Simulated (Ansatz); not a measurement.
# Hf (P-1) in Ansatz: convergence with k mesh

Aim: find how far k mesh must go before the results for Hf settle, at PBE. This setting moves, with any that are tied to it; all else stays.

Everything below comes from runs of Ansatz 0.2.0. Logs are shortened: lines on timing, memory, paths and dates and some standing lists are left out, and cuts for length are marked.

## (1) The cell of the first run

The typed cell holds 1 atom: a = 3.098 Å, b = 3.104 Å, c = 3.119 Å, α = 110.43°, β = 109.32°, γ = 107.05°.

This isn't the form of Hf at room conditions, which is hcp.

The cell isn't the ideal one: cell strained at random at fixed volume.

## (2) With k mesh 3 × 3 × 3

File input.yaml:

```yaml
crystal:
  lattice:
    - [-1.735385, 1.788095, 1.840338]
    - [1.768404, -1.761063, 1.846325]
    - [1.781798, 1.807476, -1.813306]
  atoms:
    - { symbol: Hf, position: [-0.016525, -0.006803, -0.010409] }
hamiltonian:
  xc: pbe
  pseudopotentials: { kind: paw }
kpoints:
  mp_grid: { grid: [3, 3, 3] }
scf:
  occupations: { method: fermi_dirac, width: 0.1 }
output:
  forces: true
  stress: true
  eigenvalues: true
```

Potentials or basis: Ansatz PAW.

Launch:

```console
$ ansatz run input.yaml --threads 2 --pin off --max-ram 5632MiB --backend cpu --events-out ev --progress --plain --runs-dir out
```

Output:

```text
Warning: RAYON_NUM_THREADS=2 ignored (pool sized by the plan → 2); use --threads N
Engine: ansatz 0.2.0, x86_64-unknown-linux-gnu
Pseudopotentials: kind: paw
Pseudopotential: Hf, paw, valence charge 26, recommended cutoff 420 eV (normal), Hf.paw.azcp
Functional definition: PBE
  parameter kappa = 0.804
  parameter beta = 0.06672455060314922
  exchange = pbe_x(kappa = kappa, mu = beta*pi^2/3)
  correlation = pbe_c(beta = beta)
Crystal: 1 atoms, lattice volume = 23.523 Å³
Basis set: ecut = 420 eV, 457 PW (Γ), exchange–correlation on 48×48×48 points (8 copies of the dense FFT grid, shifted against one another)
Bands: 17, of which v1, the nominal top of the filled ones, is band 13 counted from 1 (12 counted from 0)
Symmetry: 2 space group operations
Space group: P-1 (ITA 2), of the structure as read, at distance tolerance 2.9e-5 Å
k-points: 14 of 27
Non-local potential: Hf, projectors of the file, l = 0: 3, l = 1: 2, l = 2: 2, l = 3: 3
PAW form: soft (Blöchl's): semilocal exchange-correlation on the pseudo side does not see the compensation charge
PAW one-centre angular grid: Hf, 590 points (default); XC on 64 Gauss nodes
Initial density: superposition of atomic densities (neutral atoms: chi_scale 0, normalization atom), corrected by the library's trained network
Initial wavefunctions: pseudopotential atomic-orbital guess
Functional: x = pbe(κ = 0.804, μ = 0.2195149727645171), c = pbe(β = 0.06672455060314922)
SCF iter   1: F=—  HF=-15721.224026 eV  |F-HF|=—  |Δ(HF+E_count)|=         —  Δρ=3.76e-3  dr2=1.99e-3  ethr=1.77e-3  ⟨swp⟩=4.8  Hψ=1000  notcnv=0
preconditioner: auto → Kerker (q_TF=auto, 2.774 Å⁻¹)  [metal: Δε(μ)=0.131 eV  Ē_g=18.258 eV  σ=0.100 eV  W_gap=0.31  n_scr=12 (ndim 8)  ℏωp=37.5 eV  f_vac=0.000  D(μ)=1.86/eV (n_scr^D=18)]
SCF iter   2: F=—  HF=-15721.223823 eV  |F-HF|=—  |Δ(HF+E_count)|=   2.03e-4  Δρ=2.34e-3  dr2=8.42e-4  ethr=7.64e-6  ⟨swp⟩=1.3  Hψ=354  notcnv=0
SCF iter   3: F=—  HF=-15721.223775 eV  |F-HF|=—  |Δ(HF+E_count)|=   4.76e-5  Δρ=3.53e-4  dr2=2.70e-5  ethr=3.24e-6  ⟨swp⟩=2.1  Hψ=421  notcnv=0
SCF iter   4: F=—  HF=-15721.223769 eV  |F-HF|=—  |Δ(HF+E_count)|=   5.76e-6  Δρ=2.49e-4  dr2=9.67e-6  ethr=1.04e-7  ⟨swp⟩=2.1  Hψ=422  notcnv=0
SCF iter   5: F=—  HF=-15721.223768 eV  |F-HF|=—  |Δ(HF+E_count)|=   1.34e-6  Δρ=8.19e-5  dr2=1.28e-6  ethr=3.72e-8  ⟨swp⟩=2.0  Hψ=336  notcnv=0
SCF iter   6: F=-15721.223768 eV  HF=-15721.223768 eV  |F-HF|=3.82e-8  |Δ(HF+E_count)|=   1.18e-7  Δρ=1.50e-5  dr2=5.98e-8  ethr=3.85e-10  ⟨swp⟩=3.6  Hψ=1099  notcnv=0
SCF 1 converged in 6 iterations: F = -15721.223768 eV  dr2 = 5.98e-8
SCF converged after 6 iterations
Free energy (F): -15721.223768 eV
Harris-Foulkes:  -15721.223768 eV  (|F-HF|=3.82e-8)
Internal energy: -15721.158267 eV  (E = F + TS)
E sigma→0 (E₀):  -15721.191017 eV
Entropy (-TS):   -0.065501 eV (-65.501 meV/atom)
Fermi energy:    18.413339 eV
--- Per-component energies (eV) ---
  E_band       = 5.654595
  E_kinetic    = 422.395542
  E_local      = -5202.820227  (includes V_loc(G=0)·N_el)
  E_nonlocal   = -1244.704025
  E_hartree    = 2436.239422
  E_xc         = -299.278736
  E_vxc        = -265.124736  (∫ρ·V_xc dr)
  E_paw        = -6927.158430  (= ΣΔE_a)
  E_vpaw       = 1423.439647  (= ΣTr[D̂ρ^β])
  E_aug_tail   = -0.000001  (compensation charges beyond the density's cutoff)
  E_ewald      = -4905.831813
  E_smearing   = -0.065501  (= −TS)
  E_closure    = 0.000000  (closes the sum)
  Σ components = -15721.223768   (vs F -15721.223768, Δ=0.00e0)
--- Forces (eV/Å), atoms counted from 1 ---
  atom   1  Hf     0.00000000     0.00000000     0.00000000
  max |Σ_I F_I| component: 0.00e0 eV/Å
--- Stress (GPa, compression-positive) ---
       -8.692332      -1.998806      -1.290359
       -1.998806      -6.278810      -1.256739
       -1.290359      -1.256738       0.446479
  P = ⅓ Tr σ = -4.8416 GPa (-48.416 kbar)
--- Band table (eV; the first three rows and the last of 14) ---
  k-point 0: bands = ["-43.2152", "-11.5604", "-11.5126", "-11.5017", "6.8134", "6.8153", "6.8191", "6.8788", "6.8814", "6.8818", "6.9030", "11.6328", "19.6702", "19.9463", "20.2800", "22.3750", "22.8637"]
  k-point 1: bands = ["-43.1776", "-12.0500", "-11.6727", "-11.5257", "6.8299", "6.8339", "6.8465", "6.8526", "6.8658", "6.8699", "6.8915", "14.5077", "18.2002", "18.7419", "22.7957", "23.1081", "23.4141"]
  k-point 2: bands = ["-43.1772", "-12.0511", "-11.6856", "-11.5079", "6.8246", "6.8406", "6.8445", "6.8488", "6.8600", "6.8785", "6.8927", "14.4660", "18.4564", "18.6971", "22.4042", "23.0874", "23.4459"]
  k-point 13: bands = ["-43.1406", "-11.9924", "-11.9010", "-11.8790", "6.8208", "6.8353", "6.8538", "6.8591", "6.8614", "6.8728", "6.8781", "16.5387", "17.2299", "20.9386", "21.1586", "22.9569", "23.2457"]
```

Wall time 1.1 s (2 threads of Intel Xeon at 2.50GHz (Skylake/Cascade Lake), shared host); peak memory 0.29 GiB.

Results:

```
Free energy            : -15721.2238 eV
Pressure               : -4.8 GPa
Band gap on the k mesh : none (metal or under the smearing width)
```

## (3) With k mesh 4 × 4 × 4

input.yaml: that of step 2 with these lines changed.

```diff
@@ -11,3 +11,3 @@
 kpoints:
-  mp_grid: { grid: [3, 3, 3] }
+  mp_grid: { grid: [4, 4, 4] }
 scf:
```

Potentials or basis: Ansatz PAW.

Launch:

```console
$ ansatz run input.yaml --threads 2 --pin off --max-ram 5632MiB --backend cpu --events-out ev --progress --plain --runs-dir out
```

Wall time 1.4 s (2 threads of Intel Xeon at 2.50GHz (Skylake/Cascade Lake), shared host); peak memory 0.3 GiB.

What came out:

* Free energy: -15721.2465 eV
* Pressure: -4.6 GPa
* Band gap on the k mesh: none (metal or under the smearing width)

## (4) With k mesh 5 × 5 × 5

input.yaml: that of step 3 with these lines changed.

```diff
@@ -11,3 +11,3 @@
 kpoints:
-  mp_grid: { grid: [4, 4, 4] }
+  mp_grid: { grid: [5, 5, 5] }
 scf:
```

Launch:

```console
$ ansatz run input.yaml --threads 2 --pin off --max-ram 5632MiB --backend cpu --events-out ev --progress --plain --runs-dir out
```

Run time: 1.8 s. Hardware: 2 threads of Intel Xeon at 2.50GHz (Skylake/Cascade Lake), shared host; peak memory 0.32 GiB.

What came out:

| Quantity | Value |
| --- | --- |
| Free energy | -15721.2083 eV |
| Pressure | -5.7 GPa |
| Band gap on the k mesh | none (metal or under the smearing width) |

## (5) With k mesh 6 × 6 × 6

input.yaml: that of step 4 with these lines changed.

```diff
@@ -11,3 +11,3 @@
 kpoints:
-  mp_grid: { grid: [5, 5, 5] }
+  mp_grid: { grid: [6, 6, 6] }
 scf:
```

Launch:

```console
$ ansatz run input.yaml --threads 2 --pin off --max-ram 5632MiB --backend cpu --events-out ev --progress --plain --runs-dir out
```

Run time: 2.6 s. Hardware: 2 threads of Intel Xeon at 2.50GHz (Skylake/Cascade Lake), shared host; peak memory 0.34 GiB.

Results:

```
Free energy            : -15721.1777 eV
Pressure               : -4.1 GPa
Band gap on the k mesh : none (metal or under the smearing width)
```

## (6) With k mesh 7 × 7 × 8

input.yaml: that of step 5 with these lines changed.

```diff
@@ -11,3 +11,3 @@
 kpoints:
-  mp_grid: { grid: [6, 6, 6] }
+  mp_grid: { grid: [7, 7, 8] }
 scf:
```

Potentials or basis: Ansatz PAW.

Launch:

```console
$ ansatz run input.yaml --threads 2 --pin off --max-ram 5632MiB --backend cpu --events-out ev --progress --plain --runs-dir out
```

It took 4 s on 2 threads of Intel Xeon at 2.50GHz (Skylake/Cascade Lake), shared host; peak memory 0.38 GiB.

Results (log left out):

```yaml
Free_energy: -15721.1927 eV
Pressure: -4.4 GPa
Band_gap_on_the_k_mesh: none (metal or under the smearing width)
```

## (7) With k mesh 9 × 9 × 9

input.yaml: that of step 6 with these lines changed.

```diff
@@ -11,3 +11,3 @@
 kpoints:
-  mp_grid: { grid: [7, 7, 8] }
+  mp_grid: { grid: [9, 9, 9] }
 scf:
```

Launch:

```console
$ ansatz run input.yaml --threads 2 --pin off --max-ram 5632MiB --backend cpu --events-out ev --progress --plain --runs-dir out
```

Wall time 6.8 s (2 threads of Intel Xeon at 2.50GHz (Skylake/Cascade Lake), shared host); peak memory 0.43 GiB.

It converged, with:

```
Free energy            : -15721.1927 eV
Pressure               : -4.5 GPa
Band gap on the k mesh : none (metal or under the smearing width)
```

## (8) With k mesh 12 × 12 × 12

input.yaml: that of step 7 with these lines changed.

```diff
@@ -11,3 +11,3 @@
 kpoints:
-  mp_grid: { grid: [9, 9, 9] }
+  mp_grid: { grid: [12, 12, 12] }
 scf:
```

Launch:

```console
$ ansatz run input.yaml --threads 2 --pin off --max-ram 5632MiB --backend cpu --events-out ev --progress --plain --runs-dir out
```

Wall time 16 s (2 threads of Intel Xeon at 2.50GHz (Skylake/Cascade Lake), shared host); peak memory 0.58 GiB.

Results (log left out):

```yaml
Free_energy: -15721.1942 eV
Pressure: -4.6 GPa
Band_gap_on_the_k_mesh: none (metal or under the smearing width)
```

## (9) With k mesh 14 × 14 × 14

input.yaml: that of step 8 with these lines changed.

```diff
@@ -11,3 +11,3 @@
 kpoints:
-  mp_grid: { grid: [12, 12, 12] }
+  mp_grid: { grid: [14, 14, 14] }
 scf:
```

Potentials or basis: Ansatz PAW.

Launch:

```console
$ ansatz run input.yaml --threads 2 --pin off --max-ram 5632MiB --backend cpu --events-out ev --progress --plain --runs-dir out
```

Wall time 25 s (2 threads of Intel Xeon at 2.50GHz (Skylake/Cascade Lake), shared host); peak memory 0.74 GiB.

Results (log left out):

| Quantity | Value |
| --- | --- |
| Free energy | -15721.1950 eV |
| Pressure | -4.6 GPa |
| Band gap on the k mesh | none (metal or under the smearing width) |

## (10) With k mesh 17 × 17 × 17

input.yaml: that of step 9 with these lines changed.

```diff
@@ -11,3 +11,3 @@
 kpoints:
-  mp_grid: { grid: [14, 14, 14] }
+  mp_grid: { grid: [17, 17, 17] }
 scf:
```

Launch:

```console
$ ansatz run input.yaml --threads 2 --pin off --max-ram 5632MiB --backend cpu --events-out ev --progress --plain --runs-dir out
```

Run time: 44 s. Hardware: 2 threads of Intel Xeon at 2.50GHz (Skylake/Cascade Lake), shared host; peak memory 1.1 GiB.

The run converged. Its results:

```yaml
Free_energy: -15721.1946 eV
Pressure: -4.6 GPa
Band_gap_on_the_k_mesh: none (metal or under the smearing width)
```

## (11) Result

```tsv
k mesh	energy less the tightest run, at zero smearing (meV/atom)	pressure (GPa)	SCF cycles	CPU time (s)	peak memory (GiB)
3 × 3 × 3	-30.86	-4.84	6	1.4	0.29
4 × 4 × 4	-50.07	-4.58	6	2.1	0.3
5 × 5 × 5	-16.43	-5.75	6	2.9	0.32
6 × 6 × 6	20.34	-4.13	6	4.5	0.34
7 × 7 × 8	1.71	-4.43	6	7.2	0.38
9 × 9 × 9	3.93	-4.53	6	13	0.43
12 × 12 × 12	0.72	-4.60	6	30	0.58
14 × 14 × 14	-0.55	-4.60	6	47	0.74
17 × 17 × 17	0.00	-4.58	6	84	1.1
```

Against the tightest run, the energy stays within 1 meV/atom from 12 × 12 × 12 on; the pressure stays within 0.1 GPa from 9 × 9 × 9 on. Meshes of other sizes hit other points, so gaps and Fermi surfaces needn't settle smoothly. The tightest run that finished is the yardstick and may itself not be fully converged.
